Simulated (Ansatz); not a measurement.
We consider chalcopyrite CuInS₂, described by LDA (plane waves, PAW; Ansatz, a program for electronic structure).

Numerical settings: plane-wave cutoff 520 eV, 10×10×10 k mesh, Fermi–Dirac smearing 0.01 eV, no spin polarisation, scalar-relativistic PAW data made under PBE.

Response to compression and expansion (c/a stays at 2.014):

Shape and atoms are relaxed at each volume.

| V (Å³/atom) | P (GPa) | direct gap at Γ (eV) |
|---|---|---|
| 19.307 | 3.78 | 0.136 |
| 19.709 | 1.78 | 0.079 |
| 20.112 | 0.00 | 0.025 |
| 20.514 | -1.58 | 0.002 |
| 20.916 | -2.99 | 0.007 |

Measured, for comparison: band gap 1.55 eV (temperature not stated, not corrected to a static lattice, direct or pseudo-direct at Γ; as tabulated in Ghosh et al. (2024), arXiv:2401.16805).

Spin–orbit coupling is not included; it can close a gap this small.
